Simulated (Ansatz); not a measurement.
# MnO (Fm-3m) in Ansatz: reference runs

Reference runs on MnO: the cell as given and a disturbed copy.

All numbers are computed with Ansatz 0.2.0; they aren't measurements. Logs are shortened: lines on timing, memory, paths and dates and some standing lists are left out, and cuts for length are marked.

## Step 1: Starting point

Symmetry: Fm-3m, No. 225, cubic system. The conventional cell has a = 4.444 Å, b = 4.444 Å, c = 4.444 Å, α = 90.00°, β = 90.00°, γ = 90.00°. Mn (site symmetry m-3m) is surrounded by 6 O at 2.22 Å. O (site symmetry m-3m) has 6 Mn at 2.22 Å as nearest neighbours.

## Step 2: Single point, PBE, collinear spin, ferromagnetic start

The input, input.yaml:

```yaml
crystal:
  lattice:
    - [0.0, 2.22200033, 2.22200033]
    - [2.22200033, 0.0, 2.22200033]
    - [2.22200033, 2.22200033, 0.0]
  atoms:
    - { symbol: Mn, position: [0.0, 0.0, 0.0], spin: 4.0 }
    - { symbol: O, position: [0.5, 0.5, 0.5] }
hamiltonian:
  xc: pbe
  pseudopotentials: { kind: paw }
magnetization:
  spin_polarized: true
kpoints:
  mp_grid: { grid: [10, 10, 10] }
scf:
  occupations: { method: fermi_dirac, width: 0.05 }
output:
  forces: true
  stress: true
  eigenvalues: true
```

Potentials or basis: Ansatz PAW.

The run is started by

```bash
$ ansatz run input.yaml --threads 2 --pin off --max-ram 5632MiB --backend cpu --events-out ev --progress --plain --runs-dir out
```

Log:

```text
Warning: RAYON_NUM_THREADS=2 ignored (pool sized by the plan → 2); use --threads N
Engine: ansatz 0.2.0, aarch64-unknown-linux-gnu
Pseudopotentials: kind: paw
Pseudopotential: Mn, paw, valence charge 15, recommended cutoff 420 eV (normal), Mn.paw.azcp
Pseudopotential: O, paw, valence charge 6, recommended cutoff 420 eV (normal), O.paw.azcp
Functional definition: PBE
  parameter kappa = 0.804
  parameter beta = 0.06672455060314922
  exchange = pbe_x(kappa = kappa, mu = beta*pi^2/3)
  correlation = pbe_c(beta = beta)
Crystal: 2 atoms, lattice volume = 21.941 Å³
Basis set: ecut = 420 eV, 411 PW (Γ), exchange–correlation on 48×48×48 points (8 copies of the dense FFT grid, shifted against one another)
Bands: 17, of which v1, the nominal top of the filled ones, is band 11 counted from 1 (10 counted from 0)
Symmetry: 48 space group operations
Space group: Fm-3m (ITA 225), of the structure as read, at distance tolerance 2.8e-5 Å
Magnetic group: BNS 225.116 (UNI 1618), of the structure as read, at distance tolerance 2.8e-5 Å
k-points: 47 of 1000
Non-local potential: Mn, projectors of the file, l = 0: 3, l = 1: 2, l = 2: 3, l = 3: 1
Non-local potential: O, projectors of the file, l = 0: 2, l = 1: 2, l = 2: 1
PAW form: soft (Blöchl's): semilocal exchange-correlation on the pseudo side does not see the compensation charge
PAW one-centre angular grid: Mn, 590 points (default); XC on 64 Gauss nodes
PAW one-centre angular grid: O, 110 points (default); XC on 64 Gauss nodes
Initial density: superposition of atomic densities (chi_scale 0.1, normalization cell, long waves kept (reshape's long-wave potential 0.00 eV rms))
Starting moments: Σ|m| = 4 μB on 1 of 2 sites
Initial wavefunctions: pseudopotential atomic-orbital guess
Functional: x = pbe(κ = 0.804, μ = 0.2195149727645171), c = pbe(β = 0.06672455060314922)
SCF iter   1: F=—  HF=-4466.590046 eV  |F-HF|=—  |Δ(HF+E_count)|=         —  Δρ=1.42e-1 (↑1.42e-1 ↓6.42e-2)  dr2=5.96e0  dr2_m=8.14e-1  M=4.519 μB ∫|m|=4.519 μB  β_m=0.30  ethr=3.10e-3  ⟨swp⟩=3.6  Hψ=6490  notcnv=0
Mixer restart at iter 1: flushing history
preconditioner: auto → none  [metal: Δε(μ)=0.006 eV  Ē_g=12.579 eV  σ=0.050 eV  W_gap=0.03  n_scr=8 (ndim 8)  ℏωp=28.6 eV  f_vac=0.000  D(μ)=1.56/eV (n_scr^D=14)  sad-step TF]
SCF iter   2: F=—  HF=-4466.238592 eV  |F-HF|=—  |Δ(HF+E_count)|=   3.51e-1  Δρ=8.35e-2 (↑8.35e-2 ↓3.13e-2)  dr2=1.19e0  dr2_m=5.09e-1  M=4.720 μB ∫|m|=4.720 μB  β_m=0.44  ethr=3.10e-3  ⟨swp⟩=2.9  Hψ=3753  notcnv=0  defer=54
SCF iter   3: F=—  HF=-4466.194867 eV  |F-HF|=—  |Δ(HF+E_count)|=   4.37e-2  Δρ=1.98e-2 (↑1.82e-2 ↓1.98e-2)  dr2=2.31e-1  dr2_m=1.96e-2  M=4.684 μB ∫|m|=4.684 μB  β_m=0.46  ethr=3.10e-3  ⟨swp⟩=2.9  Hψ=3340  notcnv=0  defer=86
SCF iter   4: F=—  HF=-4466.132483 eV  |F-HF|=—  |Δ(HF+E_count)|=         —  Δρ=6.11e-3 (↑5.92e-3 ↓6.11e-3)  dr2=1.30e-2  dr2_m=3.53e-3  M=4.735 μB ∫|m|=4.735 μB  β_m=0.46  ethr=1.10e-3  ⟨swp⟩=2.2  Hψ=2618  notcnv=0  defer=89
Mixer restart at iter 4: flushing history
SCF iter   5: F=—  HF=-4466.146252 eV  |F-HF|=—  |Δ(HF+E_count)|=   1.38e-2  Δρ=5.65e-3 (↑5.65e-3 ↓4.16e-3)  dr2=6.65e-3  dr2_m=1.88e-3  M=4.760 μB ∫|m|=4.760 μB  β_m=0.58  ethr=6.19e-5  ⟨swp⟩=2.1  Hψ=2631  notcnv=0  defer=91
SCF iter   6: F=—  HF=-4466.166966 eV  |F-HF|=—  |Δ(HF+E_count)|=   2.07e-2  Δρ=3.12e-3 (↑3.12e-3 ↓2.69e-3)  dr2=6.58e-4  dr2_m=1.51e-3  M=4.776 μB ∫|m|=4.776 μB  β_m=0.71  ethr=3.17e-5  ⟨swp⟩=2.0  Hψ=2813  notcnv=0  defer=91
SCF iter   7: F=—  HF=-4466.173235 eV  |F-HF|=—  |Δ(HF+E_count)|=   6.27e-3  Δρ=1.92e-3 (↑1.15e-3 ↓1.92e-3)  dr2=1.41e-3  dr2_m=1.23e-4  M=4.783 μB ∫|m|=4.783 μB  β_m=0.83  ethr=3.14e-6  ⟨swp⟩=2.0  Hψ=3025  notcnv=0  defer=91
SCF iter   8: F=—  HF=-4466.174637 eV  |F-HF|=—  |Δ(HF+E_count)|=   1.40e-3  Δρ=1.39e-3 (↑1.39e-3 ↓5.95e-4)  dr2=3.49e-4  dr2_m=1.12e-4  M=4.790 μB ∫|m|=4.790 μB  β_m=0.68  ethr=3.14e-6  ⟨swp⟩=2.0  Hψ=3005  notcnv=0  defer=94
SCF iter   9: F=—  HF=-4466.174568 eV  |F-HF|=—  |Δ(HF+E_count)|=   6.91e-5  Δρ=1.83e-4 (↑1.83e-4 ↓4.95e-5)  dr2=3.49e-6  dr2_m=2.49e-6  M=4.789 μB ∫|m|=4.789 μB  β_m=0.84  ethr=1.66e-6  ⟨swp⟩=2.1  Hψ=2290  notcnv=0  defer=94
SCF iter  10: F=—  HF=-4466.174577 eV  |F-HF|=—  |Δ(HF+E_count)|=   8.48e-6  Δρ=2.01e-5 (↑1.38e-5 ↓2.01e-5)  dr2=1.24e-7  dr2_m=2.17e-8  M=4.789 μB ∫|m|=4.789 μB  β_m=0.80  ethr=1.66e-8  ⟨swp⟩=2.6  Hψ=2379  notcnv=0  defer=94
SCF iter  11: F=—  HF=-4466.174577 eV  |F-HF|=—  |Δ(HF+E_count)|=   2.72e-8  Δρ=3.96e-6 (↑1.09e-6 ↓3.96e-6)  dr2=4.65e-9  dr2_m=6.59e-10  M=4.789 μB ∫|m|=4.789 μB  β_m=0.90  ethr=5.91e-10  ⟨swp⟩=2.0  Hψ=2182  notcnv=0  defer=94
SCF iter  12: F=-4466.174577 eV  HF=-4466.174577 eV  |F-HF|=2.82e-11  |Δ(HF+E_count)|=   3.70e-9  Δρ=4.14e-7 (↑4.14e-7 ↓3.61e-7)  dr2=4.39e-11  dr2_m=1.94e-11  M=4.789 μB ∫|m|=4.789 μB  ethr=2.22e-11  ⟨swp⟩=3.9  Hψ=5560  notcnv=0
SCF 1 converged in 12 iterations: F = -4466.174577 eV  dr2 = 4.39e-11
SCF converged after 12 iterations
Magnetization: 4.7887 μB (12.8944 up, 8.1056 down)
Absolute magnetization: 4.7887 μB (∫|ρ↑−ρ↓|, with the PAW one-centre terms)
Spin contamination: 0.0105 ħ² per cell (⟨S²⟩ above its minimum at these occupations)
Per-site moments (μB) at R_I (Å): [(4.058534932305713, 0.9165751361250001), (0.23598787823217318, 0.9165751361250001)]
Free energy (F): -4466.174577 eV
Harris-Foulkes:  -4466.174577 eV  (|F-HF|=2.82e-11)
Internal energy: -4466.167188 eV  (E = F + TS)
E sigma→0 (E₀):  -4466.170883 eV
Entropy (-TS):   -0.007388 eV (-3.694 meV/atom)
Fermi energy:    13.435893 eV
--- Per-component energies (eV) ---
  E_band       = -246.964225
  E_kinetic    = 474.099785
  E_local      = -2230.170704  (includes V_loc(G=0)·N_el)
  E_nonlocal   = 302.708833
  E_hartree    = 894.273396
  E_xc         = -184.543794
  E_vxc        = -235.750873  (∫ρ·V_xc dr)
  E_paw        = -1466.029836  (= ΣΔE_a)
  E_vpaw       = -346.400741  (= ΣTr[D̂ρ^β])
  E_aug_tail   = 0.002388  (compensation charges beyond the density's cutoff)
  E_ewald      = -2256.507257
  E_smearing   = -0.007388  (= −TS)
  E_closure    = -0.000000  (closes the sum)
  Σ components = -4466.174577   (vs F -4466.174577, Δ=0.00e0)
--- Forces (eV/Å), atoms counted from 1 ---
  atom   1  Mn    -0.00000000     0.00000000    -0.00000000
  atom   2  O      0.00000000    -0.00000000    -0.00000000
  max |Σ_I F_I| component: 1.43e-29 eV/Å
--- Stress (GPa, compression-positive) ---
        0.395850       0.000000       0.000000
        0.000000       0.395850      -0.000000
        0.000000       0.000000       0.395850
  P = ⅓ Tr σ = 0.3959 GPa (3.959 kbar)
--- Band table (eV; the first three rows and the last of 94) ---
  k-point 0 ↑: bands = ["-68.1704", "-36.9103", "-36.9103", "-36.9103", "-6.8684", "9.6578", "9.6578", "9.6578", "10.2173", "10.2173", "10.2173", "10.7492", "10.7492", "12.8859", "27.3618", "29.6591", "29.6591"]
  k-point 1 ↑: bands = ["-68.1698", "-36.9165", "-36.9111", "-36.9111", "-6.7833", "8.7867", "9.1204", "9.1204", "10.3345", "10.3345", "10.4724", "11.2936", "11.2936", "13.5831", "26.2464", "29.3021", "29.3021"]
  k-point 2 ↑: bands = ["-68.1681", "-36.9327", "-36.9132", "-36.9132", "-6.5521", "7.4553", "8.3911", "8.3911", "10.5453", "10.5453", "10.7306", "12.1481", "12.1481", "14.8954", "24.2635", "28.0956", "28.0956"]
  k-point 46 ↓: bands = ["-63.3833", "-32.2792", "-32.2660", "-32.2521", "-5.4160", "7.4480", "8.0164", "8.2546", "14.2029", "15.1555", "15.5904", "15.8664", "16.3030", "22.0032", "22.6974", "23.5644", "26.2498"]
```

Run time: 1.6 s. Hardware: 2 threads of Arm Neoverse V2, shared host; peak memory 0.3 GiB.

What came out:

```yaml
Free_energy: -4466.1746 eV
Pressure: 0.4 GPa
Band_gap_on_the_k_mesh: none (metal or under the smearing width)
Net_moment: 4.79 μB per cell
Absolute_moment: 4.79 μB per cell
Site_moments: Mn +4.06; O +0.24 μB
```

Caveat: the pressure holds a Pulay correction of +0.6 GPa for the finite cutoff; a cell with one magnetic atom can't hold antiferromagnetic order, which such compounds often take; semilocal functionals often make such compounds metallic where correlation or magnetic order opens a gap, which also shifts bond lengths.

## Step 3: Single point, PBE, collinear spin, ferromagnetic start (atoms moved at random, drawn with an rms of 0.05 Å)

Changes to input.yaml since step 2:

```diff
@@ -6,4 +6,4 @@
   atoms:
-    - { symbol: Mn, position: [0.0, 0.0, 0.0], spin: 4.0 }
-    - { symbol: O, position: [0.5, 0.5, 0.5] }
+    - { symbol: Mn, position: [0.005385, 0.005013, 0.005177], spin: 4.0 }
+    - { symbol: O, position: [0.505941, 0.498712, 0.49991] }
 hamiltonian:
```

Potentials or basis: Ansatz PAW.

The run is started by

```bash
$ ansatz run input.yaml --threads 2 --pin off --max-ram 5632MiB --backend cpu --events-out ev --progress --plain --runs-dir out
```

Log:

```text
Warning: RAYON_NUM_THREADS=2 ignored (pool sized by the plan → 2); use --threads N
[... 9 set-up lines as earlier in the session ...]
Crystal: 2 atoms, lattice volume = 21.941 Å³
Basis set: ecut = 420 eV, 411 PW (Γ), exchange–correlation on 48×48×48 points (8 copies of the dense FFT grid, shifted against one another)
Bands: 17, of which v1, the nominal top of the filled ones, is band 11 counted from 1 (10 counted from 0)
Symmetry: 1 space group operations
Space group: P1 (ITA 1), of the structure as read, at distance tolerance 2.8e-5 Å
Magnetic group: BNS 1.1 (UNI 1), of the structure as read, at distance tolerance 2.8e-5 Å
k-points: 504 of 1000 (time reversal used)
[... 4 set-up lines as earlier in the session ...]
[... 20 lines left out ...]
SCF 1 converged in 12 iterations: F = -4466.172962 eV  dr2 = 3.89e-11
SCF converged after 12 iterations
Magnetization: 4.7895 μB (12.8947 up, 8.1053 down)
Absolute magnetization: 4.7895 μB (∫|ρ↑−ρ↓|, with the PAW one-centre terms)
Spin contamination: 0.0105 ħ² per cell (⟨S²⟩ above its minimum at these occupations)
Per-site moments (μB) at R_I (Å): [(4.037151433421593, 0.9059977874545061), (0.2343404146455522, 0.9059977874545061)]
Free energy (F): -4466.172962 eV
Harris-Foulkes:  -4466.172962 eV  (|F-HF|=1.64e-11)
Internal energy: -4466.165612 eV  (E = F + TS)
E sigma→0 (E₀):  -4466.169287 eV
Entropy (-TS):   -0.007350 eV (-3.675 meV/atom)
Fermi energy:    13.435411 eV
--- Per-component energies (eV) ---
  E_band       = -246.965186
  E_kinetic    = 474.111278
  E_local      = -2230.406356  (includes V_loc(G=0)·N_el)
  E_nonlocal   = 302.709927
  E_hartree    = 894.385234
  E_xc         = -184.547095
  E_vxc        = -235.755358  (∫ρ·V_xc dr)
  E_paw        = -1466.029166  (= ΣΔE_a)
  E_vpaw       = -346.397750  (= ΣTr[D̂ρ^β])
  E_aug_tail   = 0.002387  (compensation charges beyond the density's cutoff)
  E_ewald      = -2256.391820
  E_smearing   = -0.007350  (= −TS)
  E_closure    = 0.000000  (closes the sum)
  Σ components = -4466.172962   (vs F -4466.172962, Δ=0.00e0)
--- Forces (eV/Å), atoms counted from 1 ---
  atom   1  Mn    -0.08913761    -0.03600710    -0.04394500
  atom   2  O      0.08913154     0.03600490     0.04394203
  max |Σ_I F_I| component: 6.08e-6 eV/Å
--- Stress (GPa, compression-positive) ---
        0.538221      -0.012836      -0.015663
       -0.012836       0.440737      -0.006340
       -0.015663      -0.006340       0.450100
  P = ⅓ Tr σ = 0.4764 GPa (4.764 kbar)
--- Band table (eV; the first three rows and the last of 1008) ---
  k-point 0 ↑: bands = ["-68.1701", "-36.9102", "-36.9099", "-36.9098", "-6.8693", "9.6267", "9.6336", "9.6336", "10.2191", "10.2351", "10.2478", "10.7569", "10.7753", "12.8849", "27.3584", "29.6547", "29.6558"]
  k-point 1 ↑: bands = ["-68.1695", "-36.9161", "-36.9110", "-36.9107", "-6.7842", "8.7647", "9.1113", "9.1304", "10.3324", "10.3373", "10.4713", "11.3011", "11.3108", "13.5823", "26.2458", "29.2878", "29.3009"]
  k-point 2 ↑: bands = ["-68.1678", "-36.9323", "-36.9131", "-36.9127", "-6.5531", "7.4481", "8.3873", "8.3955", "10.5435", "10.5450", "10.7285", "12.1520", "12.1570", "14.8940", "24.2640", "28.0946", "28.0968"]
  k-point 503 ↓: bands = ["-63.3854", "-32.3036", "-32.2311", "-32.2310", "-5.4653", "6.0308", "8.5555", "8.5574", "15.3776", "15.4245", "15.4257", "17.0981", "17.0996", "17.9491", "22.7445", "26.6732", "26.6749"]
```

Run time: 23 s. Hardware: 2 threads of Arm Neoverse V2, shared host; peak memory 0.64 GiB.

Results:

```yaml
Free_energy: -4466.1730 eV
Pressure: 0.5 GPa
Largest_force: 0.106 eV/Å
Band_gap_on_the_k_mesh: none (metal or under the smearing width)
Net_moment: 4.79 μB per cell
Absolute_moment: 4.79 μB per cell
Site_moments: Mn +4.04; O +0.23 μB
```

Forces on the atoms (eV/Å):
```
Mn  -0.089 -0.036 -0.044
O    0.089  0.036  0.044
```

Stress tensor (GPa, compression positive):
```
 0.54 -0.01 -0.02
-0.01  0.44 -0.01
-0.02 -0.01  0.45
```

Caveat: the pressure holds a Pulay correction of +0.6 GPa for the finite cutoff; a cell with one magnetic atom can't hold antiferromagnetic order, which such compounds often take; semilocal functionals often make such compounds metallic where correlation or magnetic order opens a gap, which also shifts bond lengths.
